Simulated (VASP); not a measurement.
GaSb: relaxation of cell and atoms with LDA

Crystal: GaSb.

```
Ga Sb
1.0
     0.00000    3.05900    3.05900
     3.05900    0.00000    3.05900
     3.05900    3.05900    0.00000
Ga Sb
1 1
Direct
  0.00000 0.00000 0.00000
  0.25000 0.25000 0.25000
```

| Item | Value |
| --- | --- |
| Program | VASP 6.6.1 |
| Task | relaxation of cell and atoms |
| Functional | LDA |
| Potentials or basis | VASP PAW LDA potentials, release 64 (Ga_d, Sb) |
| Cutoff | 600 eV |
| k mesh | 10 × 10 × 10 |
| Occupations | gaussian, width 0.03 eV |
| Spin | no spin polarisation |
| Further INCAR settings | ALGO = Normal; EDIFF = 1e-06; IBRION = 2; EDIFFG = -0.01; NSW = 90; ISIF = 3 |

- Relaxed volume: 27.75 Å³/atom
- Relaxed cell: a = 4.282 Å, b = 4.282 Å, c = 4.282 Å, α = 60.00°, β = 60.00°, γ = 60.00°
- Space group after relaxing (to 0.05 Å): F-43m (No. 216)
- Energy gained by relaxing: 4.4 meV/atom
- Ionic steps: 3
- Pressure after relaxing: 0.0 GPa
- Band gap on the k mesh: 0.10 eV, direct

The path:
| step | energy change (eV) | largest force (eV/Å) | pressure (GPa) | volume (Å³) |
| --- | --- | --- | --- | --- |
| 1 | 0.0000 | 0.0000 | -1.59 | 57.25 |
| 2 | -0.0078 | 0.0000 | 0.58 | 54.93 |
| 3 | -0.0088 | 0.0000 | -0.01 | 55.51 |

Final structure:
```
Ga Sb
1.0
     0.00000    3.02767    3.02767
     3.02767    0.00000    3.02767
     3.02767    3.02767    0.00000
Ga Sb
1 1
Direct
  0.00000 0.00000 0.00000
  0.25000 0.25000 0.25000
```

Levels at points of the mesh, in eV from the valence-band top:
```csv
k point,band 5,band 6,band 7,band 8,band 9,band 10,band 11,band 12,band 13
"(0.00, 0.00, 0.00)",-15.16,-11.74,0.00,0.00,0.00,0.10,2.74,2.74,2.74
"(0.50, 0.00, 0.00)",-15.16,-10.03,-6.56,-1.20,-1.20,0.36,3.71,3.71,6.29
"(0.50, 0.50, 0.00)",-15.15,-9.16,-6.99,-2.69,-2.69,0.80,1.11,8.78,8.78
```

Wall time 51 s on 1 thread of AMD EPYC 9R14 (Zen 4), with other jobs on the host, peak memory 0.17 GiB.

Caveat: spin-orbit coupling is left out, which moves the levels of the heavy elements. LDA usually gives volumes a few per cent too small.
